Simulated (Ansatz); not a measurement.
# CsSnI3: the cost of one run

Code: Ansatz 0.2.0. PAW datasets, plane waves. Computed at 0 K without zero-point motion; spin polarisation is off.

The COD cell was measured well above room temperature, so it is larger than a cold one.

### Step 1. Starting point

The unstrained cell was relaxed with r2SCAN; in each strained cell the atoms were relaxed again with r2SCAN. Names of k-points are those of the unstrained zone, where strain can split equivalent points. First state: +1.4 % shear in the xy plane.

It is orthorhombic, Cmmm (No. 65); conventional cell a = 8.766 Å, b = 8.887 Å, c = 6.241 Å, 48.62 Å³ an atom. Near Cs stand 12 I at 4.38–4.44 Å; near Sn stand 6 I at 3.12 Å; near I stand 2 Sn at 3.12 Å and 4 Cs at 4.41 Å; near I stand 2 Sn at 3.12 Å and 4 Cs at 4.38–4.44 Å.

The structure in full:

```xyz
5
Lattice="6.2414 0.0428 0.0000 0.0428 6.2414 0.0000 0.0000 0.0000 6.2414" Properties=species:S:1:pos:R:3 pbc="T T T"
Cs    0.0000    0.0000    0.0000
Sn    3.1421    3.1421    3.1207
I     0.0214    3.1207    3.1207
I     3.1207    0.0214    3.1207
I     3.1421    3.1421    0.0000
```

From earlier runs on the unstrained cell: PBE 0.38 eV, r2SCAN 0.50 eV, HSE06 0.85 eV; a = 6.241 Å.

### Step 2. +1.4 % shear in the xy plane: PBE

File input.yaml:

```yaml
crystal:
  lattice:
    - [6.2414001339, 0.0427535909, 0.0]
    - [0.0427535909, 6.2414001339, 0.0]
    - [0.0, 0.0, 6.2414001339]
  atoms:
    - { symbol: Cs, position: [0.0, 0.0, 0.0] }
    - { symbol: Sn, position: [0.5, 0.5, 0.5] }
    - { symbol: I, position: [0.0, 0.5, 0.5] }
    - { symbol: I, position: [0.5, 0.0, 0.5] }
    - { symbol: I, position: [0.5, 0.5, 0.0] }
kpoints:
  mp_grid: { grid: [4, 4, 4] }
  band_path:
    path: [[0.0, 0.0, 0.0], [0.0, 0.5, 0.0], [0.5, 0.5, 0.0], [0.5, 0.5, 0.5]]
    npoints: 1
hamiltonian:
  xc: pbe
scf:
  occupations: { method: fermi_dirac, width: 0.02 }
  n_extra_bands: 5
output:
  forces: true
  stress: true
  eigenvalues: true
```

The run is started by

```sh
ansatz run input.yaml --threads 4 --pin off --max-ram 4608MiB --backend cpu --events-out ev --progress --plain --runs-dir out
```

Q: Estimate wall time and peak memory on 4 threads of Arm Neoverse N1, shared host.

About 9.1 s, with a peak of 0.69 GiB.
